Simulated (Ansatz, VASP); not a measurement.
## CdS (Greenockite) in VASP and in Ansatz

```xyz
4
Lattice="4.0018 0.0000 0.0000 -2.0009 3.4657 0.0000 0.0000 0.0000 6.5281" Properties=species:S:1:pos:R:3 pbc="T T T"
Cd    0.0000    2.3104   -0.0020
Cd    2.0009    1.1552    3.2621
S     0.0000    2.3104    2.4501
S     2.0009    1.1552    5.7141
```

Alike in both runs: functional LDA; k mesh 6 × 6 × 4; no spin polarisation.

Ansatz relaxed the structure, and its values are those at the end. VASP's run is a single point on that final structure, the one shown.

|  | VASP | Ansatz |
| --- | --- | --- |
| version | VASP 6.6.1 | Ansatz 0.2.0 |
| potentials or method | VASP PAW LDA potentials, release 64 (Cd, S) | PAW with Ansatz's default frozen-core files, scalar-relativistic |
| plane-wave cutoff (eV) | 520 | 420 |
| occupations | gaussian, width 0.01 eV | fixed |
| valence electrons in the cell | 36 | 52 |

```csv
,VASP,Ansatz,Ansatz less VASP
gap on the k mesh at the Fermi level (eV),1.17,1.14,-0.033
pressure (GPa),4.7,4.0,-0.70
```

The two sets of potentials don't hold the same shells in valence.
